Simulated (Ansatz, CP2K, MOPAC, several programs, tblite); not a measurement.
Energy against volume for AgCl built on the CsCl prototype, at fixed shape and fractional coordinates, computed by several methods (PBE and r2SCAN, where shown, with plane waves in Ansatz); the cell shown is that of r2SCAN. Space group Pm-3m (No. 221), cubic; a = 3.396 Å in the conventional setting, 19.58 Å³ an atom. Ag has 8 Cl at 2.94 Å; Cl has 8 Ag at 2.94 Å. Simulation only: spin-unpolarised, and no claim that this is the phase found in nature. Energies count from each curve's lowest point; fits are third-order Birch-Murnaghan.

```cif
data_structure
_symmetry_space_group_name_H-M 'Pm-3m'
_symmetry_Int_Tables_number 221
_cell_length_a 3.3956
_cell_length_b 3.3956
_cell_length_c 3.3956
_cell_angle_alpha 90.000
_cell_angle_beta 90.000
_cell_angle_gamma 90.000
_cell_volume 39.15
loop_
_atom_site_label
_atom_site_type_symbol
_atom_site_symmetry_multiplicity
_atom_site_Wyckoff_symbol
_atom_site_fract_x
_atom_site_fract_y
_atom_site_fract_z
_atom_site_occupancy
Ag1 Ag 1 a 0.00000 0.00000 0.00000 1
Cl1 Cl 1 b 0.50000 0.50000 0.50000 1
```

light PBE (260 eV, its own mesh), on the shape of the cell shown:

| V (Å³/atom) | E (meV/atom) |
| --- | --- |
| 18.010 | 40.51 |
| 18.793 | 3.61 |
| 19.576 | 4.13 |
| 20.359 | 0.00 |
| 21.142 | 19.65 |
| 21.925 | 17.69 |

The points scatter about a smooth fit, as a low cutoff and a light mesh can make them, so no fit is quoted.

PM7 (MOPAC), on the shape of the cell shown, as a cluster of 54 atoms at the zone centre:
```
V (Å³/atom)  E (meV/atom)
     17.227          0.00
     18.401         84.85
     19.576        173.72
     20.750        265.50
     21.925        359.25
```
The lowest point is an end point, so the minimum isn't bracketed.

**Question.** r2SCAN, on the shape of its own relaxed cell, gives

| V (Å³/atom) | E (meV/atom) |
| --- | --- |
| 18.401 | 14.02 |
| 18.988 | 3.23 |
| 19.576 | 0.00 |
| 20.163 | 3.03 |
| 20.750 | 11.24 |

What equilibrium volume and bulk modulus follow?

**Answer.** V₀ = 19.57 Å³ an atom and B₀ = 57 GPa.

GFN1-xTB (tblite), on the shape of the cell shown, as a cluster of 54 atoms at the zone centre:

| V (Å³/atom) | E (meV/atom) |
| --- | --- |
| 17.227 | 53.09 |
| 18.401 | 4.23 |
| 19.576 | 0.00 |
| 20.750 | 25.33 |
| 21.925 | 70.15 |

V₀ = 19.11 Å³ an atom and B₀ = 76 GPa.

PBE/SZV (CP2K), on the shape of the cell shown:
```csv
V (Å³/atom),E (meV/atom)
17.227,254.74
18.401,126.94
19.576,51.04
20.750,12.22
21.925,0.00
```
The lowest point is an end point, so the minimum isn't bracketed.
